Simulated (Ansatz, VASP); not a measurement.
## Two plane-wave programs on Be

```
CELL_PARAMETERS angstrom
2.15569 0.00000 0.00000
-1.07784 1.86688 0.00000
0.00000 0.00000 3.41277
ATOMIC_POSITIONS crystal
Be 0.33333 0.66667 0.25000
Be 0.66667 0.33333 0.75000
```

Alike in both runs: task relaxation of shape and atoms at fixed volume; functional LDA; k mesh 21 × 21 × 12; occupations gaussian, width 0.1 eV; no spin polarisation.

```csv
,VASP,Ansatz
version,VASP 6.6.1,Ansatz 0.2.0
potentials or method,"VASP PAW LDA potentials, release 64 (Be)","scalar-relativistic, plane waves, PAW"
plane-wave cutoff (eV),600,420
valence electrons in the cell,4,4
```

|  | VASP | Ansatz | Ansatz less VASP |
| --- | --- | --- | --- |
| gap on the k mesh at the Fermi level, each at its own relaxed structure (eV) | none | none | - |
| relaxed volume (Å³/atom) | 6.87 | 6.87 | 0.000 |
| relaxed cell length with the largest relative difference (Å) | 3.416 | 3.416 | +0.0001 |

A gap of «none» marks a metal or a gap that the smearing closes.
